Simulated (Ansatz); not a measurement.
The system is PtS2.

```xyz
3
Lattice="3.5432 0.0000 0.0000 -1.7716 3.0685 0.0000 0.0000 0.0000 5.0388" Properties=species:S:1:pos:R:3 pbc="T T T"
Pt    0.0000    0.0000    0.0000
S     1.7716    1.0228    3.8950
S     0.0000    2.0457    1.1438
```

Base run:

```yaml
Program: Ansatz 0.2.0
Functional: HSE06 form with a typed share of exact exchange
Potentials_or_basis: Ansatz PAW
Cutoff: "420 eV (not typed: the program's choice for these potentials)"
k_mesh: 5 × 5 × 3
Occupations: fermi-dirac, width 0.05 eV
Spin: no spin polarisation
```

Its results: band gap on the k mesh 1.52 eV, indirect (least direct gap 1.74 eV); pressure 8.8 GPa; largest force 1.054 eV/Å.

Task: The run is repeated on the same cell with these changes: screening (1/å) from 0.6 to 0.4. What comes out?

Result: Band gap on the k mesh 1.66 eV, indirect (least direct gap 1.91 eV); pressure 7.8 GPa; largest force 0.976 eV/Å.

Caveats: odd divisions of the mesh miss points on the zone boundary, where band edges often lie, so the gap on the mesh can be too wide; spin-orbit coupling is left out, which moves the levels of the heavy elements; the PAW data sets come from PBE, with cores solved anew for the run's functional, which leaves a small shift of forces and pressure; the thresholds are loose for stress; forces of over 1 eV/Å show positions far from the minimum, so gaps and moduli don't describe the material at rest (some runs).

A k mesh can miss the band edges.
